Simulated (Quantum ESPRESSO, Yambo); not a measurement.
# A GW chain in Yambo: RbCl (Fm-3m), part 2 of 2

Wanted: ground state, empty states, screening and self-energy for RbCl (Fm-3m).

Quantum ESPRESSO 7.5 and Yambo 5.3.0; PBE and many-body steps on it, plane waves. Known limits of the many-body steps: not at the basis limit; no spin-orbit coupling.

So far. Step 2 (Ground state): The gap is direct, at Γ. Step 3 (Bands along the symmetry lines): The gap is 5.003 eV, as in the run before at this level.

## Step 4: Empty states on the mesh, 4×4×4 mesh, 304 bands

Level of this step: DFT, PBE, plane waves, norm-conserving pseudopotentials (Quantum ESPRESSO).

The sums over transitions need many empty states on a uniform mesh; this step solves for them.

The input, pw.in:

```
&control
  calculation = 'nscf'
  prefix = 'x'
  outdir = 'o'
  pseudo_dir = 'pseudo'
/
&system
  ibrav = 0
  nat = 2
  ntyp = 2
  ecutwfc = 50.0
  nbnd = 304
  force_symmorphic = .true.
/
&electrons
  conv_thr = 1e-9
  electron_maxstep = 80
  diago_full_acc = .true.
  diago_thr_init = 5e-6
/
ATOMIC_SPECIES
  Rb 85.468 Rb.upf
  Cl 35.45 Cl.upf
CELL_PARAMETERS angstrom
  0.0000000000 3.2895000000 3.2895000000
  3.2895000000 0.0000000000 3.2895000000
  3.2895000000 3.2895000000 -0.0000000000
ATOMIC_POSITIONS crystal
  Rb 0.0000000000 0.0000000000 0.0000000000
  Cl 0.5000000000 0.5000000000 0.5000000000
K_POINTS automatic
  4 4 4 0 0 0
```

Launch:

```
OMP_NUM_THREADS=1 mpirun -n 4 pw.x -nk 4 -in pw.in > pw.out
```

The log of the run:

```text
[banner, memory and clock lines left out]
Program PWSCF v.7.5 starts

     Atomic positions and unit cell read from directory:
     o/x.save/

     Message from routine setup:
     using ibrav=0 with symmetry is DISCOURAGED, use correct ibrav instead

     G-vector sticks info

     bravais-lattice index     =            0
     lattice parameter (alat)  =       8.7911  a.u.
     unit-cell volume          =     480.4147 (a.u.)^3
     number of atoms/cell      =            2
     number of atomic types    =            2
     number of electrons       =        16.00
     number of Kohn-Sham states=          304
     kinetic-energy cutoff     =      50.0000  Ry
     charge density cutoff     =     200.0000  Ry
     Exchange-correlation= PBE
                           (   1   4   3   4   0   0   0)

     celldm(1)=   8.791111  celldm(2)=   0.000000  celldm(3)=   0.000000
     celldm(4)=   0.000000  celldm(5)=   0.000000  celldm(6)=   0.000000

     crystal axes: (cart. coord. in units of alat)
               a(1) = (   0.000000   0.707107   0.707107 )
               a(2) = (   0.707107   0.000000   0.707107 )
               a(3) = (   0.707107   0.707107  -0.000000 )

     reciprocal axes: (cart. coord. in units 2 pi/alat)
               b(1) = ( -0.707107  0.707107  0.707107 )
               b(2) = (  0.707107 -0.707107  0.707107 )
               b(3) = (  0.707107  0.707107 -0.707107 )
     Pseudo is Norm-conserving + core correction, Zval =  9.0
     Generated using ONCVPSP code by D. R. Hamann
     Using radial grid of 2308 points,  6 beta functions with:
     Pseudo is Norm-conserving + core correction, Zval =  7.0
     Generated using ONCVPSP code by D. R. Hamann
     Using radial grid of 1028 points,  6 beta functions with:
     Rb                9.00    85.46800     Rb( 1.00)
     Cl                7.00    35.45000     Cl( 1.00)

     48 Sym. Ops., with inversion, found

   Cartesian axes

     site n.     atom                  positions (alat units)
         1        Rb     tau(   1) = (   0.0000000   0.0000000   0.0000000  )
         2        Cl     tau(   2) = (   0.7071068   0.7071068   0.7071068  )

     number of k points=     8
                       cart. coord. in units 2pi/alat
        k(    1) = (   0.0000000   0.0000000   0.0000000), wk =   0.0312500
        k(    2) = (   0.1767767   0.1767767  -0.1767767), wk =   0.2500000
        k(    3) = (  -0.3535534  -0.3535534   0.3535534), wk =   0.1250000
[...]
k(    7) = (  -0.7071068   0.0000000   0.0000000), wk =   0.0937500
        k(    8) = (  -0.7071068   0.3535534   0.0000000), wk =   0.1875000

     Dense  grid:    22995 G-vectors     FFT dimensions: (  40,  40,  40)

     The potential is recalculated from file :
     o/x.save/charge-density

     Starting wfcs are    9 randomized atomic wfcs +  295 random wfcs

     Band Structure Calculation

     End of band structure calculation

          k = 0.0000 0.0000 0.0000 (  2837 PWs)   bands (ev):

   -22.8688 -10.9398  -6.9124  -6.9124  -6.9124   1.0594   1.0594   1.0594
     6.0622   9.0467   9.0467   9.0467  10.0184  10.0184  13.1512  17.8235
    17.8235  17.8235  19.2778  19.2778  19.2778  20.6412  20.6412  20.7040
[...]
[... 26 further rows ...]
[...]
k = 0.1768 0.1768-0.1768 (  2872 PWs)   bands (ev):

[...]
[... 26 further rows ...]
[...]
k =-0.3536-0.3536 0.3536 (  2884 PWs)   bands (ev):

[...]
[... 26 further rows ...]
   144.6200 144.6200 144.7594 144.7594 145.0879 145.0879 145.1499 145.1803
   145.1944 145.3337 145.4956 145.4956 146.0852 146.8470 147.7565 147.7565

          k = 0.3536 0.0000 0.0000 (  2858 PWs)   bands (ev):

     [... further k-points ...]

     highest occupied, lowest unoccupied level (ev):     1.0594    6.0622

     XML data file, pseudopotentials, collected wavefunctions
```

The job ended after 16 s (4 MPI ranks of Intel Xeon 6975P-C (Granite Rapids), shared host; peak memory 0.56 GiB).

This step gave:

```yaml
gap: 5.003 eV
k_of_the_valence_top: 0, 0, 0
k_of_the_conduction_bottom: 0, 0, 0
least_direct_gap: 5.003 eV
k_points_computed: 8
lowest_point_of_the_top_converged_band_above_the_valence_top: 144.4895 eV
```

On this mesh the gap is 5.003 eV.

## Step 5: Conversion and set-up

This step: Yambo 5.3.0; conversion and set-up on PBE, plane waves, norm-conserving pseudopotentials.

The states are converted to the many-body program's format and the q mesh is built.

Launch:

```
(cd o/x.save; p2y > p2y.log; mv SAVE ../..); yambo > setup.log
```

The log of the run:

```text
 Yambo, version 5.3.0

 [02] CORE Variables Setup
 =========================

  [02.01] Unit cells
  ==================

  Cell kind             :  FCC
  Atoms in the cell     :  Rb  Cl
  number of Rb atoms    :  1
  number of Cl atoms    :  1

  List of atomic masses
  Mass of Rb    :  85.46800
  Mass of Cl    :  35.45000

  List of atomic coordinates    : [cc]
  Rb1       :  0.000000  0.000000  0.000000  order 1
  Cl1       :  6.216254  6.216254  6.216254  order 2

  Alat factors          :  6.216254  6.216254  6.216254 [a.u.]
  Direct lattice volume :  480.4147 [a.u.]
  Direct lattice vectors:  A[ 1 ]  A[ 2 ]  A[ 3 ]
   A[ 1 ]:  0.000000  1.000000  1.000000  [iru]
   0.000000  6.216254  6.216254  [cc]
   A[ 2 ]:  1.000000  0.000000  1.000000  [iru]
   6.216254  0.000000  6.216254  [cc]
   A[ 3 ]:  1.000000  1.000000 -0.000000  [iru]
   6.216254  6.216254 -0.000000  [cc]

  Recip. lattice volume :  0.516325 [a.u.]
  Recip. lattice vectors:  B[ 1 ]  B[ 2 ]  B[ 3 ]
   B[ 1 ]: -0.500000  0.500000  0.500000  [iku]
  -0.505384  0.505384  0.505384  [cc]
   B[ 2 ]:  0.500000 -0.500000  0.500000  [iku]
   0.505384 -0.505384  0.505384  [cc]
   B[ 3 ]:  0.500000  0.500000 -0.500000  [iku]
   0.505384  0.505384 -0.505384  [cc]

  [02.02] Symmetries
  ==================

  Inversion symmetry    : yes
  Spatial inversion     : yes
  Inversion index       :  25
  K-space Time-reversal : no
  Magnetic symmetries   : no
  Group table correct   : yes
  Symmetries units      :  [cc]

   [S  1]:   1.0000     -0.24559E-16 -0.24559E-16 -0.24559E-16   1.0000      0.24559E-16  0.24559E-16  0.24559E-16   1.0000
   [S  2]:  -1.0000      0.24559E-16 -0.24559E-16  0.24559E-16  -1.0000      0.24559E-16 -0.24559E-16 -0.24559E-16   1.0000
   [S  3]:  -1.0000     -0.24559E-16  0.24559E-16  0.24559E-16   1.0000     -0.24559E-16 -0.24559E-16  0.24559E-16  -1.0000
[...]
[... 36 further rows ...]
   [S 47]: -0.24559E-16   1.0000      0.24559E-16  0.24559E-16 -0.24559E-16  -1.0000       1.0000      0.24559E-16 -0.24559E-16
   [S 48]: -0.24559E-16  -1.0000     -0.24559E-16  0.24559E-16  0.24559E-16   1.0000       1.0000     -0.24559E-16  0.24559E-16

  [02.03] Reciprocal space
  ========================

  nG shells         :  263
  nG charge         :  22995
  nG WFs            :   3592
  nC WFs            :  2884
  G-vecs. in first 26 shells:  [ Number ]
     1    9   15   27   51   59   65   89  113
    137   169   181   229   259   283   307   331   339
    387   411   459   531   537   561   609   645
  ...
  Shell energy in first 26 shells:  [ mHa ]
    0.00000      383.119      510.825      1021.65      1404.77      1532.48      2043.30      2426.42      2554.13
    3064.95      3448.07      4086.60      4469.72      4597.43      5108.25      5491.37      5619.08      6129.90
[...]
Grid dimensions      :   4   4   4
  K lattice UC volume  :  0.008068 [a.u.]

  IBZ K-points                                      :   8
  BZ  K-points                                      :   64

  K/Q-points units:
  rlu = crystal or reduced units; cc = cartesian coordinates; iku = interal k-units

  K [1]          [rlu]:  0.000000  0.000000  0.000000
         WF components:  2837
  K [2]          [rlu]: -0.86698E-17 -0.86698E-17  0.25000
         WF components:  2872
  K [3]          [rlu]:  0.17340E-16  0.17340E-16 -0.50000
         WF components:  2884
  K [4]          [rlu]:  0.99171E-17  0.25000      0.25000
         WF components:  2858
  K [5]          [rlu]: -0.26331E-17  0.25000     -0.50000
         WF components:  2880
  [... 2 further k-points ...]
  K [8]          [rlu]:  0.250000 -0.500000 -0.250000
         WF components:  2872

  [02.05] Energies & Occupations
  ==============================

  [X] === General ===
  [X] Electronic Temperature                        :  0.000000  0.000000 [eV K]
  [X] Bosonic    Temperature                        :  0.000000  0.000000 [eV K]
  [X] Finite Temperature mode                       : no
  [X] El. density                                   :  0.22475E+24 [cm-3]
  [X] Fermi Level                                   :  1.059426 [eV]

  [X] === Gaps and Widths ===
  [X] Conduction Band Min                           :  5.002746 [eV]
  [X] Valence Band Max                              :  0.000000 [eV]
  [X] Filled Bands                                  :   8
  [X] Empty Bands                                   :    9  304
  [X] Direct Gap                                    :  5.002746 [eV]
  [X] Direct Gap localized at k                     :  1
  [X] Indirect Gap                                  :  5.002746 [eV]
  [X] Indirect Gap between kpts                     :  1  1
  [X] Last valence band width                       :  0.337909 [eV]
  [X] 1st conduction band width                     :  2.744411 [eV]

  E @ K [1]:  [eV]
   -23.928      -11.999      -7.9719      -7.9719      -7.9719     -0.63915E-12 -0.54776E-12   0.0000
[...]
occ @ K [1]
[...]
E @ K [2]:  [eV]
[...]
occ @ K [2]
[...]
E @ K [3]:  [eV]
[...]
occ @ K [3]
[...]
E @ K [4]:  [eV]
[...]
occ @ K [4]
[...]
E @ K [5]:  [eV]
[...]
occ @ K [5]
[...]
[... 2 further k-points ...]
  E @ K [8]:  [eV]
[...]
occ @ K [8]
   2.000000  2.000000  2.000000  2.000000  2.000000  2.000000  2.000000  2.000000
   0.000000  0.000000  0.000000  0.000000  0.000000  0.000000  0.000000  0.000000

 [03] Transferred momenta grid and indexing
 ==========================================

 IBZ Q-points                                      :   8
 BZ  Q-points                                      :   64

 K/Q-points units:
 rlu = crystal or reduced units; cc = cartesian coordinates; iku = interal k-units

 Q [1]          [rlu]:  0.000000  0.000000  0.000000
 Q [2]          [rlu]: -0.83742E-17 -0.83742E-17  0.25000
 Q [3]          [rlu]:  0.16748E-16  0.16748E-16 -0.50000
[...]
Q [7]          [rlu]: -0.19834E-16 -0.50000     -0.50000
 Q [8]          [rlu]:  0.250000 -0.500000 -0.250000

  [03.01] X indexes
  =================

   [03.01.01] Sigma indexes
   ========================

 [06] Game Over & Game summary
```

Wall time 2.4 s (1 MPI rank); peak memory 0.24 GiB.

## Step 6: Screening and self-energy, 4×4×4 mesh, 304 bands, screening to 210.9 eV

Now the one-shot GW correction: screening in the RPA, then the self-energy of the levels asked for.

This step: G0W0 on PBE, plane waves, norm-conserving pseudopotentials.

The input, gw1.in:

```
HF_and_locXC
gw0
dyson
ppa
em1d
rim_cut
RandQpts= 1000000
RandGvec= 1 RL
EXXRLvcs= 50 Ry
VXCRLvcs= 200 Ry
Chimod= "HARTREE"
% BndsRnXp
 1 | 304 |
%
NGsBlkXp= 15.5 Ry
% LongDrXp
 1 | 1 | 1 |
%
% GbndRnge
 1 | 304 |
%
DysSolver= "n"
ExtendOut
PPAPntXp= 27.21138 eV
% QPkrange
 1 | 1 | 7 | 10 |
%
```

Launch:

```
OMP_NUM_THREADS=1 mpirun -n 4 yambo -F gw1.in -J gw1 -C gw1 > gw1.log
```

The log of the run:

```text
 Yambo, version 5.3.0

 [02] CORE Variables Setup
 =========================

  [... cell, symmetries and grids as in the set-up ...]

  [02.05] Energies & Occupations
  ==============================

  [X] === General ===
  [X] Electronic Temperature                        :  0.000000  0.000000 [eV K]
  [X] Bosonic    Temperature                        :  0.000000  0.000000 [eV K]
  [X] Finite Temperature mode                       : no
  [X] El. density                                   :  0.22475E+24 [cm-3]
  [X] Fermi Level                                   :  1.059426 [eV]

  [X] === Gaps and Widths ===
  [X] Conduction Band Min                           :  5.002746 [eV]
  [X] Valence Band Max                              :  0.000000 [eV]
  [X] Filled Bands                                  :   8
  [X] Empty Bands                                   :    9  304
  [X] Direct Gap                                    :  5.002746 [eV]
  [X] Direct Gap localized at k                     :  1
  [X] Indirect Gap                                  :  5.002746 [eV]
  [X] Indirect Gap between kpts                     :  1  1
  [X] Last valence band width                       :  0.337909 [eV]
  [X] 1st conduction band width                     :  2.744411 [eV]

 [03] Transferred momenta grid and indexing
 ==========================================

 IBZ Q-points                                      :   8
 BZ  Q-points                                      :   64

 K/Q-points units:
 rlu = crystal or reduced units; cc = cartesian coordinates; iku = interal k-units

 Q [1]          [rlu]:  0.000000  0.000000  0.000000
 Q [2]          [rlu]: -0.83742E-17 -0.83742E-17  0.25000
 Q [3]          [rlu]:  0.16748E-16  0.16748E-16 -0.50000
 Q [4]          [rlu]:  0.99171E-17  0.25000      0.25000
 Q [5]          [rlu]:  0.17312E-16  0.25000      0.50000
 Q [6]          [rlu]:  0.16748E-16  0.25000     -0.25000
 Q [7]          [rlu]: -0.19834E-16 -0.50000     -0.50000
 Q [8]          [rlu]:  0.250000 -0.500000 -0.250000

 [04] Coloumb potential Random Integration (RIM)
 ===============================================

  [04.01] RIM initialization
  ==========================

  * Diagonal components only detected *

  8 x (sBL volume)        :  0.064541 [a.u.]
  sBZ random points       :  1000000
  Points outside the sBZ  :   7987327
  RL volume               :  0.516325 [a.u.]
  Integrated volume       :  0.517144 [a.u.]

  [04.02] RIM integrals
  =====================

  Gamma point sphere radius             :  0.072760 [a.u.]
  Points outside the sphere             :   799513
  [Int_sBZ(q=0) 1/q^2]*(Vol_sBZ)^(-1/3) =:  7.764325
                                 should be <:  7.795600

  Summary of Coulomb integrals for non-metallic bands |Q|[au] RIM/Bare

  Q [1] 0.100000E-4 0.995988 * Q [2] 0.218838 1.066317
  Q [4] 0.252692 1.064767 * Q [6] 0.357360 1.027506
  Q [5] 0.419042 1.020475 * Q [3] 0.437675 1.018268
  Q [7] 0.505384 1.014976 * Q [8] 0.565036 1.011850

 [05] Dipoles
 ============

  [05.01] Setup: observables and procedures
  =========================================

 [06] Dynamic Dielectric Matrix (PPA)
 ====================================

 [WR./gw1//ndb.pp]---------------------------------------------------------------
  Brillouin Zone Q/K grids (IBZ/BZ)                :    8   64    8   64
  RL vectors                                       :   3647 [WF]
  Coulomb cutoff potential                         : none
  Electronic Temperature                           :  0.000000 [K]
  Bosonic    Temperature                           :  0.000000 [K]
  PPA    diel. fun.  energies                      : Perdew, Burke & Ernzerhof(X)+Perdew, Burke & Ernzerhof(C)
  wavefunctions                                    : Perdew, Burke & Ernzerhof(X)+Perdew, Burke & Ernzerhof(C)
  Global Gauge                                     : length
  X matrix size                                    :   537
  X band range                                     :    1  304
  X e/h energy range                               : -1.000000 -1.000000 [eV]
  X Time ordering                                  : R
  X Hxc Kernel                                     : HARTREE
  X Drude frequency                                :  0.000000  0.000000
  X poles                                          :  100.0000 [o/o]
  RL vectors in the sum                            :   3647
  [r,Vnl] included                                 : yes
  Field direction                                  :  0.577350E-5  0.577350E-5  0.577350E-5
  BZ energy Double Grid                            : no
  BZ energy DbGd points                            : 0
  BZ Q point size factor                           : -1.000000
  X Optical Averaged directions                    : none

 [07] Local Exchange-Correlation + Non-Local Fock
 ================================================

 [VXC] Plane waves :  22995
 [EXS] Plane waves :  2891

 QP @ state[ 1 ] K range:  1  1
 QP @ state[ 1 ] b range:   7  10

 [xc] Functional : Perdew, Burke & Ernzerhof(X)+Perdew, Burke & Ernzerhof(C)
 [xc] LIBXC used to calculate xc functional
  PP Number of Atomic Species                      :  2
  NLCC RL compoments                               :  22995
  PP Number of Atomic Species                      :  2
  NLCC RL compoments                               :  22995

 [xc] E_xc :  -6.714859 [Ha]
      E_xc :  -13.42972 [Ry]

  Local XC kind (lXC) : Perdew, Burke & Ernzerhof(X)+Perdew, Burke & Ernzerhof(C)
  Non-Local XC kind (nlXC) : Hartree-Fock

  Corrections @ K [1] :  [eV]
 <7|nlXC|7> = -18.51403 -0.77979E-17 <7|lXC|7> = -14.02433  0.000000
 <8|nlXC|8> = -18.51404  0.14515E-17 <8|lXC|8> = -14.02433 -0.23602E-16
 <9|nlXC|9> = -3.025566  0.26303E-18 <9|lXC|9> = -6.590254  0.000000
 <10|nlXC|10> = -3.442914  0.12048E-17 <10|lXC|10> = -7.734219  0.000000

 [08] Dyson equation: Newton solver
 ==================================

  [08.01] G0W0 (W PPA)
  ====================

  [  GW  ] Bands range     :    1  304
  [GW/PPA] G damping       :  0.100000 [eV]

  QP @ state[ 1 ] K range:  1  1
  QP @ state[ 1 ] b range:   7  10

   Sc/G bands                                       :    1  304
   Sc/G damping                                     :  0.100000 ev
   Sc bands terminator                              : no
   Sx RL components                                 :  2891

   QP @ state[ 1 ] K range                          :  1  1
   QP @ state[ 1 ] b range                          :   7  10
   GF energies kind                                 : Perdew, Burke & Ernzerhof(X)+Perdew, Burke & Ernzerhof(C)
   GF WF`s kind                                     : Perdew, Burke & Ernzerhof(X)+Perdew, Burke & Ernzerhof(C)
   Xs energies kind                                 : Perdew, Burke & Ernzerhof(X)+Perdew, Burke & Ernzerhof(C)
   Xs WF`s kind                                     : Perdew, Burke & Ernzerhof(X)+Perdew, Burke & Ernzerhof(C)

 [11] Game Over & Game summary
```

It took 5.2 min on 4 MPI ranks; peak memory 1.8 GiB; 21 min of CPU time.

This step gave:

| Property | Result |
| --- | --- |
| G0W0 gap on the points computed | 7.898 eV |
| starting gap on the mesh | 5.003 eV |
| k of the valence top | 0, 0, 0 |
| k of the conduction bottom | 0, 0, 0 |
| least direct G0W0 gap on the computed points | 7.898 eV |
| Z at the valence top | 0.8060 |
| Z at the conduction bottom | 0.8808 |

The gap on the mesh goes from 5.00 eV to 7.90 eV, a correction of +2.89 eV.

Limits: finite bands, cutoff and mesh; no spin-orbit coupling. v1 is the top filled band, c1 the lowest empty one. The levels before and after the correction (eV, zero at the valence-band top of each column):

|  | conduction bottom | valence top |
| --- | --- | --- |
| Kohn-Sham | 5.00 | 0.00 |
| G0W0 | 7.90 | 0.00 |

|  | level | energy (eV) |
| --- | --- | --- |
| Kohn-Sham | Γ v2-v1 | 0.000 |
| Kohn-Sham | Γ c1 | 5.003 |
| Kohn-Sham | Γ c2 | 7.987 |
| G0W0 | Γ v2-v1 | 0.000 |
| G0W0 | Γ c1 | 7.898 |
| G0W0 | Γ c2 | 11.479 |

## Step 7: Where the time went

Times are wall times on the hardware named with each run, good to a factor of about two.

| step | time | share | memory (GiB) |
| --- | --- | --- | --- |
| ground state | 4.1 s | 1 % | 0.24 |
| bands along the symmetry lines | 4 s | 1 % | 0.22 |
| empty states on the mesh | 16 s | 5 % | 0.56 |
| conversion and set-up | 2.4 s | 1 % | 0.24 |
| screening and self-energy | 5.2 min | 92 % | 1.8 |

## Step 8: Results

```yaml
pbe_gap: 5.00 eV, direct
g0w0_gap_on_the_mesh: 7.90 eV
gw_settings: 4×4×4 mesh, 304 bands, screening to 210.9 eV, Godby-Needs plasmon pole
known_limits: not at the basis limit; no spin-orbit coupling
```

G0W0 moves the gap on the mesh from 5.00 eV to 7.90 eV (+2.89 eV), with Z of 0.81 and 0.88 at the edges. Only 1 of the mesh's irreducible points was corrected, so a valley elsewhere could overtake. The dearest step here is «screening and self-energy». Bands and cutoff are finite, so the gap is not at the basis limit. The miss can reach some tenths of an eV and take either sign; the mesh is an error of its own. In the G0W0 run levels were corrected at 1 k point alone, so a gap called «on the mesh» is the least over those, and an edge elsewhere would be missed. The many-body steps are scalar-relativistic: spin-orbit coupling is not in them.

[Paths, hosts, dates, memory and timing lines, banners, echoed tables and standing remarks are left out of the program output.]

[Logs are printed without paths, hosts, clocks, repeated set-up lines and the standing remarks that a program may print on its own settings, such as how far it seeks lower states.]

[Runs of the session that timed out or met a known fault of the program may be left out.]

[Hosts, paths, dates, database ids (printed as entryN), source tags and the programs' standing remarks are cut or masked in the printed files.]
